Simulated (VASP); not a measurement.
# Rb (I4_1/amd) in VASP: single point with PBE

Aim: the single point of Rb with PBE.

Everything below comes from runs of VASP 6.6.1. Logs are shortened: lines on timing, memory, paths and dates and some standing lists are left out, and cuts for length are marked.

### 1 The structure

The structure is tetragonal, space group I4_1/amd (No. 141). Conventional cell: a = 4.758 Å, b = 4.758 Å, c = 16.977 Å, α = 90.00°, β = 90.00°, γ = 90.00°.

This isn't the form of Rb at room conditions, which is bcc.

### 2 Single point, PBE

The input, INCAR:

```
SYSTEM = Rb
PREC = Accurate ; ENCUT = 520
EDIFF = 1E-7 ; ISMEAR = 0
SIGMA = 0.1 ; LREAL = .FALSE.
LASPH = .TRUE. ; NELM = 100
ALGO = Normal ; ISIF = 2
LWAVE = .FALSE. ; LCHARG = .FALSE.
GGA = PE ; NBANDS = 16
```

The input, KPOINTS:

```
Automatic mesh
0
G
  6 6 6
  0 0 0
```

The input, POSCAR:

```
Rb
1.0
   -2.3789880000      2.3789880000      8.4886690000
    2.3789880000     -2.3789880000      8.4886690000
    2.3789880000      2.3789880000     -8.4886690000
Rb
2
Direct
    0.2500000000      0.7500000000      0.5000000000
    0.5000000000      0.5000000000      0.0000000000
```

Potentials or basis: VASP PAW PBE potentials, release 64 (Rb_sv).

Started as:

```console
$ cat potpaw_PBE.64/Rb_sv/POTCAR > POTCAR
$ mpirun -np 1 vasp_std > vasp.out
```

OUTCAR:

```text
SYSTEM = Rb
   PREC = Accurate
   ENCUT = 520
   EDIFF = 1E-7
   ISMEAR = 0
   LREAL = .FALSE.
   LASPH = .TRUE.
   NELM = 100
   ISIF = 2
   GGA = PE

 ion  position               nearest neighbor table
   1  0.250  0.750  0.500-   2 4.87   2 4.87   2 4.87   2 4.87
   2  0.500  0.500  0.000-   1 4.87   1 4.87   1 4.87   1 4.87

  LATTYP: Found a body centered tetragonal cell.
 ALAT       =     4.7579760000
 C/A-ratio  =     3.5681848752

  Lattice vectors:

 A1 = (  -2.3789880000,   2.3789880000,   8.4886690000)
 A2 = (   2.3789880000,  -2.3789880000,   8.4886690000)
 A3 = (   2.3789880000,   2.3789880000,  -8.4886690000)

Analysis of symmetry for initial positions (statically):
=====================================================================
 Subroutine PRICEL returns:
 Original cell was already a primitive cell.

 Routine SETGRP: Setting up the symmetry group for a
 body centered tetragonal supercell.

 Subroutine GETGRP returns: Found 16 space group operations
 (whereof  8 operations were pure point group operations)
 out of a pool of 16 trial point group operations.

The static configuration has the point symmetry D_2d.
 The point group associated with its full space group is D_4h.

Analysis of symmetry for dynamics (positions and initial velocities):
=====================================================================
 Subroutine PRICEL returns:
 Original cell was already a primitive cell.

 Routine SETGRP: Setting up the symmetry group for a
 body centered tetragonal supercell.

 Subroutine GETGRP returns: Found 16 space group operations
 (whereof  8 operations were pure point group operations)
 out of a pool of 16 trial point group operations.

The dynamic configuration has the point symmetry D_2d.
 The point group associated with its full space group is D_4h.

 Subroutine INISYM returns: Found 16 space group operations
 (whereof  8 operations are pure point group operations),
 and found     1 'primitive' translations

----------------------------------------------------------------------------------------

                                     Primitive cell

  volume of cell :     192.1693

  direct lattice vectors                    reciprocal lattice vectors
    -2.378988000  2.378988000  8.488669000     0.000000000  0.210173401  0.058902049
     2.378988000 -2.378988000  8.488669000     0.210173401  0.000000000  0.058902049
     2.378988000  2.378988000 -8.488669000     0.210173401  0.210173401  0.000000000

  length of vectors
     9.131082586  9.131082586  9.131082586     0.218271185  0.218271185  0.297230075

  position of ions in fractional coordinates (direct lattice)
     0.250000000  0.750000000  0.500000000
     0.500000000  0.500000000  0.000000000

  ion indices of the primitive-cell ions
   primitive index   ion index
                 1           1
                 2           2

----------------------------------------------------------------------------------------

 KPOINTS: Automatic mesh

Automatic generation of k-mesh.
 Grid dimensions read from file:
 generate k-points for:    6    6    6

 Generating k-lattice:

  Cartesian coordinates                     Fractional coordinates (reciprocal lattice)
     0.000000000  0.035028900  0.009817008     0.166666667  0.000000000 -0.000000000
     0.035028900  0.000000000  0.009817008     0.000000000  0.166666667 -0.000000000
     0.035028900  0.035028900  0.000000000     0.000000000  0.000000000  0.166666667

  Length of vectors
     0.036378531  0.036378531  0.049538346

  Shift w.r.t. Gamma in fractional coordinates (k-lattice)
     0.000000000  0.000000000  0.000000000

 Subroutine IBZKPT returns following result:
 ===========================================

 Found     30 irreducible k-points:

 Following reciprocal coordinates:
            Coordinates               Weight
  0.000000  0.000000  0.000000      1.000000
  0.166667  0.000000 -0.000000      8.000000
  0.333333 -0.000000  0.000000      8.000000
  0.500000  0.000000  0.000000      4.000000
  0.166667  0.166667  0.000000      8.000000
  0.333333  0.166667  0.000000     16.000000
[... 16 lines left out ...]
 -0.333333 -0.333333  0.166667      8.000000
 -0.166667 -0.333333  0.166667      8.000000
 [... further k-points ...]
   k-points           NKPTS =     30   k-points in BZ     NKDIM =     30   number of bands    NBANDS=     16
   number of dos      NEDOS =    301   number of ions     NIONS =      2
   total plane-waves  NPLWV = 343000
   dimension x,y,z NGX =    70 NGY =   70 NGZ =   70
   dimension x,y,z NGXF=   140 NGYF=  140 NGZF=  140
   ions per type =               2
   NGX,Y,Z   is equivalent  to a cutoff of  12.74, 12.74, 12.74 a.u.
   NGXF,Y,Z  is equivalent  to a cutoff of  25.49, 25.49, 25.49 a.u.
 SYSTEM =  Rb
   PREC   = accura    normal or accurate (medium, high low for compatibility)
   ISTART =      0    job   : 0-new  1-cont  2-samecut
   ICHARG =      2    charge: 1-file 2-atom 10-const
   ISPIN  =      1    spin polarized calculation?
   LNONCOLLINEAR =      F non collinear calculations
   LSORBIT =      F    spin-orbit coupling
   LASPH  =      T    aspherical Exc in radial PAW
   ENCUT  =  520.0 eV  38.22 Ry    6.18 a.u.  16.98 16.98 16.98*2*pi/ulx,y,z
   NELM   =    100;   NELMIN=  2; NELMDL= -5     # of ELM steps
   EDIFF  = 0.1E-06   stopping-criterion for ELM
   LREAL  =      F    real-space projection
   EDIFFG = 0.1E-05   stopping-criterion for IOM
   NSW    =      0    number of steps for IOM
   IBRION =     -1    ionic relax: 0-MD 1-quasi-New 2-CG
   NFREE  =      0    steps in history (QN), initial steepest desc. (CG)
   ISIF   =      2    stress and relaxation
   ISYM   =      2    0-nonsym 1-usesym 2-fastsym
   POTIM  = 0.5000    time-step for ionic-motion
   TEBEG  =    0.0;   TEEND  =   0.0 temperature during run
   PSTRESS=    0.0 pullay stress
   NELECT =      18.0000    total number of electrons
   NUPDOWN=      -1.0000    fix difference up-down
   EMIN   =  10.00;   EMAX   =-10.00  energy-range for DOS
   EFERMI =   0.00;   METHOD = LEGACY
   ISMEAR =     0;   SIGMA  =   0.10  broadening in eV -4-tet -1-fermi 0-gaus
   EFERMI_NEDOS =   21; number of points for ismear=-14 and -15
   IALGO  =     38    algorithm
   IMIX   =      4    mixing-type and parameters
     AMIX     =   0.40;   BMIX     =  1.00
     AMIX_MAG =   1.60;   BMIX_MAG =  1.00
  volume/ion in A,a.u.               =      96.08       648.41
  Fermi-wavevector in a.u.,A,eV,Ry     =   0.743483  1.404979  7.520849  0.552767
  Thomas-Fermi vector in A             =   1.838609
   LORBIT       =      0    0 simple, 1 ext, 2 COOP (PROOUT), +10 PAW based schemes
   GGA     = PE    functional components
   LHFCALC =     F    Hartree Fock is set to
   AEXX    =    0.0000 exact exchange contribution
   IVDW    =     0    specifies the selected vdW correction
   LEPSILON=     F    determine dielectric tensor
   LRPA    =     F    only Hartree local field effects (RPA)
 non-spin polarized calculation
 Gauss-broadening in eV      SIGMA  =   0.10
  energy-cutoff  :      520.00
  volume of cell :      192.17
 maximum number of plane-waves:      5210
 NGX is ok and might be reduce to    70
   NGX = 33   NGY = 33   NGZ = 33

 number of electron      18.0000000 magnetization

 Free energy of the ion-electron system (eV)
  ---------------------------------------------------
  ext. energy  EPLUGINS =         0.00000000
  ---------------------------------------------------
  free energy    TOTEN  =        -1.75857302 eV

  energy without entropy =       -1.74934553  energy(sigma->0) =       -1.75395928

 E-fermi :  -0.0789     XC(G=0):  -5.3276

 val. band max:       -0.1072184652   @ k =   0.3333   0.3333   0.0000
 cond. band min:       0.0036295888   @ k =  -0.3333   0.3333   0.1667
 fundamental gap:      0.1108480539
 Fermi energy:        -0.0789020710

 k-point     1 :       0.0000    0.0000    0.0000
  band No.  band energies     occupation
      1     -29.1005      2.00000
      2     -29.0962      2.00000
      3     -13.2405      2.00000
      4     -13.1460      2.00000
      5     -13.1460      2.00000
      6     -13.1403      2.00000
[... 8 lines left out ...]
     15       4.1457      0.00000
     16       4.1463      0.00000

 k-point     2 :       0.1667    0.0000   -0.0000
  band No.  band energies     occupation
      1     -29.0995      2.00000
      2     -29.0957      2.00000
      3     -13.2336      2.00000
      4     -13.1700      2.00000
      5     -13.1619      2.00000
      6     -13.1450      2.00000
[... 8 lines left out ...]
     15       3.5415      0.00000
     16       4.0860      0.00000

 k-point     3 :       0.3333   -0.0000    0.0000
  band No.  band energies     occupation
      1     -29.0975      2.00000
      2     -29.0947      2.00000
      3     -13.2259      2.00000
      4     -13.2154      2.00000
      5     -13.1955      2.00000
      6     -13.1433      2.00000
[... 8 lines left out ...]
     15       3.4091      0.00000
     16       4.0005      0.00000

 k-point     4 :       0.5000    0.0000    0.0000
  band No.  band energies     occupation
      1     -29.0965      2.00000
      2     -29.0944      2.00000
      3     -13.2388      2.00000
      4     -13.2358      2.00000
      5     -13.1949      2.00000
      6     -13.1495      2.00000
[... 8 lines left out ...]
     15       3.3250      0.00000
     16       3.8633      0.00000
[... 324 lines left out ...]
 k-point    22 :      -0.1667    0.5000    0.1667
  band No.  band energies     occupation
      1     -29.0971      2.00000
      2     -29.0952      2.00000
      3     -13.2220      2.00000
      4     -13.2147      2.00000
      5     -13.1892      2.00000
      6     -13.1545      2.00000
[... 8 lines left out ...]
     15       3.2398      0.00000
     16       4.0137      0.00000

 k-point    23 :      -0.3333   -0.3333    0.1667
  band No.  band energies     occupation
      1     -29.0978      2.00000
      2     -29.0959      2.00000
      3     -13.2091      2.00000
      4     -13.1781      2.00000
      5     -13.1695      2.00000
      6     -13.1588      2.00000
[... 8 lines left out ...]
     15       3.1738      0.00000
     16       3.3304      0.00000

 k-point    24 :      -0.1667   -0.3333    0.1667
  band No.  band energies     occupation
      1     -29.0990      2.00000
      2     -29.0962      2.00000
      3     -13.2215      2.00000
      4     -13.1742      2.00000
      5     -13.1586      2.00000
      6     -13.1475      2.00000
[... 8 lines left out ...]
     15       3.3757      0.00000
     16       3.9447      0.00000

 [... further k-points ...]

------------------------ aborting loop because EDIFF is reached ----------------------------------------

  FORCE on cell =-STRESS in cart. coord.  units (eV):
  Direction    XX          YY          ZZ          XY          YZ          ZX
  --------------------------------------------------------------------------------------
  -------------------------------------------------------------------------------------
  Total       -0.0358918     -0.0358918      0.0447751      0.0000000     -0.0000000     -0.0000000
  in kB       -0.2992413     -0.2992413      0.3733041      0.0000000     -0.0000000     -0.0000000
  external PRESSURE =      -0.0750595 kB  Pullay stress =       0.0000000 kB

 VOLUME and BASIS-vectors are now :
 -----------------------------------------------------------------------------
  energy-cutoff  :      520.00
  volume of cell :      192.17
      direct lattice vectors                 reciprocal lattice vectors
    -2.378988000  2.378988000  8.488669000     0.000000000  0.210173401  0.058902049
     2.378988000 -2.378988000  8.488669000     0.210173401  0.000000000  0.058902049
     2.378988000  2.378988000 -8.488669000     0.210173401  0.210173401  0.000000000

 POSITION                                       TOTAL-FORCE (eV/Angst)
 -----------------------------------------------------------------------------------
      2.37899     -0.00000      4.24433        -0.000000      0.000000      0.000000
      0.00000      0.00000      8.48867         0.000000     -0.000000     -0.000000
 -----------------------------------------------------------------------------------
    total drift:                                0.000000      0.000000     -0.000000

  FREE ENERGIE OF THE ION-ELECTRON SYSTEM (eV)
  ---------------------------------------------------
  free  energy   TOTEN  =        -1.7585730242 eV

  energy  without entropy=       -1.7493455280  energy(sigma->0) =       -1.75395928
```

Wall time 6.2 min (1 thread of AMD EPYC 7R13 (Zen 3), shared host); peak memory 0.61 GiB.

What came out:

```yaml
Free_energy: -1.7586 eV
Pressure: 0.0 GPa
Band_gap_on_the_k_mesh: none (metal or under the smearing width)
```

Levels at points of the mesh, in eV from the Fermi level:
| k point | band 6 | band 7 | band 8 | band 9 | band 10 | band 11 | band 12 | band 13 |
| --- | --- | --- | --- | --- | --- | --- | --- | --- |
| (0.00, 0.00, 0.00) | -13.06 | -13.06 | -13.06 | -1.92 | 0.11 | 0.57 | 2.55 | 2.55 |
| (0.50, 0.00, 0.00) | -13.07 | -13.06 | -13.05 | -0.12 | 0.24 | 0.73 | 1.18 | 2.02 |
| (0.50, 0.50, 0.00) | -13.14 | -13.08 | -13.08 | 1.01 | 1.01 | 1.61 | 1.61 | 2.38 |
| (0.50, 0.50, 0.50) | -13.07 | -13.06 | -13.06 | -1.29 | -1.29 | 2.00 | 2.00 | 2.76 |
